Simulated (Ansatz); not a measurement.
**Na, one cell by several methods**

```
CELL_PARAMETERS angstrom
-2.18102 2.11750 2.11750
2.11750 -2.18102 2.11750
2.11750 2.11750 -2.18102
ATOMIC_POSITIONS crystal
Na 0.00000 0.00000 0.00000
```

Conventional cell: a = 6.079 Å, b = 6.079 Å, c = 3.558 Å, α = 90.00°, β = 90.00°, γ = 120.00°. Na (atom 1) is surrounded by 8 Na at 3.56 to 3.70 Å.

Structure: COD 9011002, as refined from experiment and not relaxed. The listed cell was then made from it by scaling, straining or moving an atom.

Methods: DFT, PBE, PAW with Ansatz's default frozen-core files, scalar-relativistic (Ansatz 0.2.0); DFT, PBE, all-electron PAW with datasets made for the crystal, scalar-relativistic (Ansatz 0.2.0); DFT, PBE, all-electron LAPW, scalar-relativistic (Ansatz 0.2.0).

For PAW: a Γ-centred 12×12×12 k mesh, Fermi–Dirac smearing of 0.05 eV, cutoff 420 eV, no spin polarisation. The crystal-made all-electron datasets (AE datasets) take a cutoff of 160 eV at this cell. LAPW targets a basis error of 0.25 meV/atom. The Ansatz runs share mesh, smearing and spin set-up. Plane-wave (PAW) pressures include the program's estimate of the Pulay term.

Stress and pressure are positive in compression.

The change that made this cell: equal xy, yz and zx engineering shear strains of -3 %.

| quantity | PAW | AE datasets | LAPW |
| --- | --- | --- | --- |
| pressure (GPa) | -0.18 | -0.17 | -0.17 |
| stress yz (GPa) | 0.15 | 0.15 | 0.15 |
| stress xz (GPa) | 0.15 | 0.15 | 0.15 |
| stress xy (GPa) | 0.15 | 0.15 | 0.15 |

PAW's pressure differs from the LAPW value by about 0.01 GPa or less.
